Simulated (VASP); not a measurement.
# Al (Im-3m) in VASP: settings compared

One crystal, Al, is run at these levels: PBEsol, r2SCAN; tasks: single point.

Everything below comes from runs of VASP 6.6.1. Logs are shortened: lines on timing, memory, paths and dates and some standing lists are left out, and cuts for length are marked.

## 1. Starting point

It takes space group Im-3m (No. 229, cubic). Conventional cell: a = 3.214 Å, b = 3.214 Å, c = 3.214 Å, α = 90.00°, β = 90.00°, γ = 90.00°. Al (site symmetry m-3m) is surrounded by 8 Al at 2.78 Å.

This isn't the form of Al at room conditions, which is fcc.

## 2. Single point, PBEsol

INCAR reads:

```
SYSTEM = Al
ALGO = Fast ; EDIFF = 1E-6
ENCUT = 700 ; GGA = PS
ISIF = 2 ; ISMEAR = 0
LASPH = .TRUE. ; LCHARG = .FALSE.
LREAL = .FALSE. ; LWAVE = .FALSE.
NELM = 100 ; PREC = Accurate
SIGMA = 0.1
```

KPOINTS reads:

```
k-points
0
G
  18 18 18
  0 0 0
```

POSCAR reads:

```
Al
1.0
   -1.6070000000      1.6070000000      1.6070000000
    1.6070000000     -1.6070000000      1.6070000000
    1.6070000000      1.6070000000     -1.6070000000
Al
1
Direct
    0.0000000000      0.0000000000      0.0000000000
```

Potentials or basis: VASP PAW PBE potentials, release 64 (Al).

Launch:

```console
cat potpaw_PBE.64/Al/POTCAR > POTCAR
mpirun -np 1 vasp_std > vasp.out
```

OUTCAR:

```text
SYSTEM = Al
   EDIFF = 1E-6
   ENCUT = 700
   GGA = PS
   ISIF = 2
   ISMEAR = 0
   LASPH = .TRUE.
   LREAL = .FALSE.
   NELM = 100
   PREC = Accurate

 ion  position               nearest neighbor table
   1  0.000  0.000  0.000-

  LATTYP: Found a body centered cubic cell.
 ALAT       =     3.2140000000

  Lattice vectors:

 A1 = (  -1.6070000000,   1.6070000000,   1.6070000000)
 A2 = (   1.6070000000,  -1.6070000000,   1.6070000000)
 A3 = (   1.6070000000,   1.6070000000,  -1.6070000000)

Analysis of symmetry for initial positions (statically):
=====================================================================
 Subroutine PRICEL returns:
 Original cell was already a primitive cell.

 Routine SETGRP: Setting up the symmetry group for a
 body centered cubic supercell.

 Subroutine GETGRP returns: Found 48 space group operations
 (whereof 48 operations were pure point group operations)
 out of a pool of 48 trial point group operations.

The static configuration has the point symmetry O_h .

Analysis of symmetry for dynamics (positions and initial velocities):
=====================================================================
 Subroutine PRICEL returns:
 Original cell was already a primitive cell.

 Routine SETGRP: Setting up the symmetry group for a
 body centered cubic supercell.

 Subroutine GETGRP returns: Found 48 space group operations
 (whereof 48 operations were pure point group operations)
 out of a pool of 48 trial point group operations.

The dynamic configuration has the point symmetry O_h .

 Subroutine INISYM returns: Found 48 space group operations
 (whereof 48 operations are pure point group operations),
 and found     1 'primitive' translations

----------------------------------------------------------------------------------------

                                     Primitive cell

  volume of cell :      16.6000

  direct lattice vectors                    reciprocal lattice vectors
    -1.607000000  1.607000000  1.607000000     0.000000000  0.311138768  0.311138768
     1.607000000 -1.607000000  1.607000000     0.311138768  0.000000000  0.311138768
     1.607000000  1.607000000 -1.607000000     0.311138768  0.311138768  0.000000000

  length of vectors
     2.783405648  2.783405648  2.783405648     0.440016665  0.440016665  0.440016665

[... 75 lines left out ...]
   LASPH  =      T    aspherical Exc in radial PAW
   ENCUT  =  700.0 eV  51.45 Ry    7.17 a.u.   6.00  6.00  6.00*2*pi/ulx,y,z
   NELM   =    100;   NELMIN=  2; NELMDL= -5     # of ELM steps
   EDIFF  = 0.1E-05   stopping-criterion for ELM
   LREAL  =      F    real-space projection
   EDIFFG = 0.1E-04   stopping-criterion for IOM
   NSW    =      0    number of steps for IOM
   IBRION =     -1    ionic relax: 0-MD 1-quasi-New 2-CG
   NFREE  =      0    steps in history (QN), initial steepest desc. (CG)
   ISIF   =      2    stress and relaxation
   ISYM   =      2    0-nonsym 1-usesym 2-fastsym
   POTIM  = 0.5000    time-step for ionic-motion
   TEBEG  =    0.0;   TEEND  =   0.0 temperature during run
   PSTRESS=    0.0 pullay stress
   NELECT =       3.0000    total number of electrons
   NUPDOWN=      -1.0000    fix difference up-down
   EMIN   =  10.00;   EMAX   =-10.00  energy-range for DOS
   EFERMI =   0.00;   METHOD = LEGACY
   ISMEAR =     0;   SIGMA  =   0.10  broadening in eV -4-tet -1-fermi 0-gaus
   EFERMI_NEDOS =   21; number of points for ismear=-14 and -15
   IALGO  =     68    algorithm
   IMIX   =      4    mixing-type and parameters
     AMIX     =   0.40;   BMIX     =  1.00
     AMIX_MAG =   1.60;   BMIX_MAG =  1.00
  volume/ion in A,a.u.               =      16.60       112.02
  Fermi-wavevector in a.u.,A,eV,Ry     =   0.925577  1.749088 11.656021  0.856693
  Thomas-Fermi vector in A             =   2.051447
   LORBIT       =      0    0 simple, 1 ext, 2 COOP (PROOUT), +10 PAW based schemes
   GGA     = PS    functional components
   LHFCALC =     F    Hartree Fock is set to
   AEXX    =    0.0000 exact exchange contribution
   IVDW    =     0    specifies the selected vdW correction
   LEPSILON=     F    determine dielectric tensor
   LRPA    =     F    only Hartree local field effects (RPA)
 non-spin polarized calculation
 RMM-DIIS sequential band-by-band and
 Gauss-broadening in eV      SIGMA  =   0.10
  energy-cutoff  :      700.00
  volume of cell :       16.60
 maximum number of plane-waves:       715
   NGX = 13   NGY = 13   NGZ = 13

 number of electron       3.0000000 magnetization

 Free energy of the ion-electron system (eV)
  ---------------------------------------------------
  ext. energy  EPLUGINS =         0.00000000
  ---------------------------------------------------
  free energy    TOTEN  =        -3.99651108 eV

  energy without entropy =       -3.99481315  energy(sigma->0) =       -3.99566211

 E-fermi :   7.8972     XC(G=0): -10.2386

 val. band max:        7.8546634375   @ k =  -0.3889  -0.4444   0.2222
 cond. band min:       7.8999613205   @ k =   0.2778   0.1667   0.0556
 fundamental gap:      0.0452978831
 Fermi energy:         7.8972179605

 k-point     1 :       0.0000    0.0000    0.0000
  band No.  band energies     occupation
      1      -3.1964      2.00000
      2      21.0937      0.00000
      3      21.0937      0.00000
      4      21.0937      0.00000
      5      22.4786      0.00000
[... 177 lines left out ...]
 k-point    24 :       0.3889    0.1111    0.0000
  band No.  band energies     occupation
      1       2.6074      2.00000
      2       5.6814      2.00000
      3      12.9973      0.00000
      4      15.8732      0.00000
      5      19.3062      0.00000

 [... further k-points ...]

------------------------ aborting loop because EDIFF is reached ----------------------------------------

  FORCE on cell =-STRESS in cart. coord.  units (eV):
  Direction    XX          YY          ZZ          XY          YZ          ZX
  --------------------------------------------------------------------------------------
  -------------------------------------------------------------------------------------
  Total        0.0031873      0.0031873      0.0031873     -0.0000000     -0.0000000      0.0000000
  in kB        0.3076281      0.3076281      0.3076281     -0.0000000     -0.0000000      0.0000000
  external PRESSURE =       0.3076281 kB  Pullay stress =       0.0000000 kB

 VOLUME and BASIS-vectors are now :
 -----------------------------------------------------------------------------
  energy-cutoff  :      700.00
  volume of cell :       16.60
      direct lattice vectors                 reciprocal lattice vectors
    -1.607000000  1.607000000  1.607000000     0.000000000  0.311138768  0.311138768
     1.607000000 -1.607000000  1.607000000     0.311138768  0.000000000  0.311138768
     1.607000000  1.607000000 -1.607000000     0.311138768  0.311138768  0.000000000

 POSITION                                       TOTAL-FORCE (eV/Angst)
 -----------------------------------------------------------------------------------
      0.00000      0.00000      0.00000         0.000000      0.000000      0.000000
 -----------------------------------------------------------------------------------
    total drift:                                0.000000      0.000000      0.000000

  FREE ENERGIE OF THE ION-ELECTRON SYSTEM (eV)
  ---------------------------------------------------
  free  energy   TOTEN  =        -3.9965110824 eV

  energy  without entropy=       -3.9948131469  energy(sigma->0) =       -3.99566211
```

It took 10 s on 1 thread of AMD EPYC 9R14 (Zen 4), shared host; peak memory 0.12 GiB.

What came out:

| Item | Value |
| --- | --- |
| Free energy | -3.9965 eV |
| Pressure | 0.0 GPa |
| Band gap on the k mesh | none (metal or under the smearing width) |

Levels at points of the mesh, in eV from the Fermi level:
```tsv
k point	band 1	band 2	band 3	band 4
(0.00, 0.00, 0.00)	-11.09	13.20	13.20	13.20
(0.50, 0.00, 0.00)	-4.31	-3.86	8.10	8.23
(0.50, 0.50, 0.50)	1.85	1.85	1.85	2.97
```

Caveat: the PAW data sets were made with another functional, which shifts forces and pressure a little.

## 3. Single point, PBEsol

Changes to INCAR since step 2:

```diff
@@ -2,3 +2,3 @@
 ALGO = Fast ; EDIFF = 1E-6
-ENCUT = 700 ; GGA = PS
+ENCUT = 520 ; GGA = PS
 ISIF = 2 ; ISMEAR = 0
```

KPOINTS reads:

```
k-points
0
G
  28 28 28
  0 0 0
```

POSCAR is that of step 2.

Potentials or basis: VASP PAW PBE potentials, release 64 (Al).

Launch:

```console
cat potpaw_PBE.64/Al/POTCAR > POTCAR
mpirun -np 1 vasp_std > vasp.out
```

Run time: 29 s. Hardware: 1 thread of AMD EPYC 9R14 (Zen 4), shared host; peak memory 0.14 GiB.

It converged, with:

| Item | Value |
| --- | --- |
| Free energy | -3.9951 eV |
| Pressure | -0.1 GPa |
| Band gap on the k mesh | none (metal or under the smearing width) |

Levels at points of the mesh, in eV from the Fermi level:
```csv
k point,band 1,band 2,band 3,band 4
"(0.00, 0.00, 0.00)",-11.07,13.22,13.22,13.22
"(0.50, 0.00, 0.00)",-4.28,-3.84,8.12,8.25
"(0.50, 0.50, 0.50)",1.87,1.87,1.87,3.00
```

Caveat: the PAW data sets were made with another functional, which shifts forces and pressure a little.

## 4. Single point, PBEsol

Changes to INCAR since step 3:

```diff
@@ -7,2 +7,2 @@
 NELM = 100 ; PREC = Accurate
-SIGMA = 0.1
+SIGMA = 0.5
```

KPOINTS reads:

```
k-points
0
G
  18 18 18
  0 0 0
```

POSCAR is that of step 3.

Launch:

```console
cat potpaw_PBE.64/Al/POTCAR > POTCAR
mpirun -np 1 vasp_std > vasp.out
```

It took 9.6 s on 1 thread of AMD EPYC 9R14 (Zen 4), shared host; peak memory 0.11 GiB.

The run converged. Its results:

| Item | Value |
| --- | --- |
| Free energy | -4.0205 eV |
| Pressure | 0.1 GPa |
| Band gap on the k mesh | none (metal or under the smearing width) |

Levels at points of the mesh, in eV from the Fermi level:
| k point | band 1 | band 2 | band 3 | band 4 | band 5 |
| --- | --- | --- | --- | --- | --- |
| (0.00, 0.00, 0.00) | -11.08 | 13.21 | 13.21 | 13.21 | 14.59 |
| (0.50, 0.00, 0.00) | -4.29 | -3.85 | 8.11 | 8.24 | 9.92 |
| (0.50, 0.50, 0.50) | 1.86 | 1.86 | 1.86 | 2.98 | 2.98 |

Caveat: the PAW data sets were made with another functional, which shifts forces and pressure a little.

## 5. Single point, PBEsol

INCAR reads:

```
SYSTEM = Al
ALGO = Fast ; EDIFF = 1E-6
ENCUT = 900 ; GGA = PS
ISIF = 2 ; ISMEAR = 0
LASPH = .TRUE. ; LCHARG = .FALSE.
LREAL = .FALSE. ; LWAVE = .FALSE.
NELM = 100 ; PREC = Accurate
SIGMA = 0.1
```

KPOINTS is that of step 4.

POSCAR is that of step 4.

Launch:

```console
cat potpaw_PBE.64/Al/POTCAR > POTCAR
mpirun -np 1 vasp_std > vasp.out
```

Run time: 16 s. Hardware: 1 thread of AMD EPYC 9R14 (Zen 4), shared host; peak memory 0.14 GiB.

The run converged. Its results:

* Free energy: -3.9966 eV
* Pressure: 0.0 GPa
* Band gap on the k mesh: none (metal or under the smearing width)

Levels at points of the mesh, in eV from the Fermi level:
```
           k point  band 1  band 2  band 3  band 4  band 5
(0.00, 0.00, 0.00)  -11.09   13.20   13.20   13.20   14.58
(0.50, 0.00, 0.00)   -4.31   -3.86    8.10    8.23    9.91
(0.50, 0.50, 0.50)    1.85    1.85    1.85    2.97    2.97
```

Caveat: the PAW data sets were made with another functional, which shifts forces and pressure a little.

## 6. Single point, r2SCAN

INCAR reads:

```
SYSTEM = Al
ALGO = Normal ; EDIFF = 1E-6
ENCUT = 520 ; ISIF = 2
ISMEAR = 0 ; LASPH = .TRUE.
LCHARG = .FALSE. ; LMIXTAU = .TRUE.
LREAL = .FALSE. ; LWAVE = .FALSE.
METAGGA = R2SCAN ; NELM = 100
PREC = Accurate ; SIGMA = 0.1
```

KPOINTS is that of step 5.

POSCAR is that of step 5.

Potentials or basis: VASP PAW PBE potentials, release 64 (Al).

Launch:

```console
cat potpaw_PBE.64/Al/POTCAR > POTCAR
mpirun -np 1 vasp_std > vasp.out
```

Wall time 86 s (1 thread of AMD EPYC 9R14 (Zen 4), shared host); peak memory 0.12 GiB.

Results (log left out):

| Quantity | Value |
| --- | --- |
| Free energy | -6.6230 eV |
| Pressure | -2.1 GPa |
| Band gap on the k mesh | none (metal or under the smearing width) |

Levels at points of the mesh, in eV from the Fermi level:
| k point | band 1 | band 2 | band 3 | band 4 | band 5 |
| --- | --- | --- | --- | --- | --- |
| (0.00, 0.00, 0.00) | -11.84 | 13.98 | 13.98 | 13.98 | 15.80 |
| (0.50, 0.00, 0.00) | -4.72 | -4.02 | 8.64 | 8.75 | 10.57 |
| (0.50, 0.50, 0.50) | 1.97 | 1.97 | 1.97 | 2.95 | 2.95 |

Caveat: the PAW data sets were made with another functional, which shifts forces and pressure a little.

## 7. The runs side by side

```tsv
level	k mesh	cutoff (eV)	smearing	further INCAR settings	gap on the mesh (eV)	pressure (GPa)
PBEsol	18 × 18 × 18	700	gaussian 0.1 eV	ALGO = Fast; EDIFF = 1e-06	none	0.0
PBEsol	28 × 28 × 28	520	gaussian 0.1 eV	ALGO = Fast; EDIFF = 1e-06	none	-0.1
PBEsol	18 × 18 × 18	520	gaussian 0.5 eV	ALGO = Fast; EDIFF = 1e-06	none	0.1
PBEsol	18 × 18 × 18	900	gaussian 0.1 eV	ALGO = Fast; EDIFF = 1e-06	none	0.0
r2SCAN	18 × 18 × 18	520	gaussian 0.1 eV	ALGO = Normal; EDIFF = 1e-06	none	-2.1
```

Alike in all rows: task single point; potentials or basis VASP PAW PBE potentials, release 64 (Al); no spin polarisation; cell as given.

Every run on the cell as given and a fine mesh finds a metal. The pressure there spans -2.1 GPa (r2SCAN) to 0.1 GPa (PBEsol); a positive pressure means that this level wants a larger cell, a negative one a smaller.

Caveats: the PAW data sets were made with another functional, which shifts forces and pressure a little.

Total energies depend on the potentials used, so only differences within one code and one set of settings carry meaning.
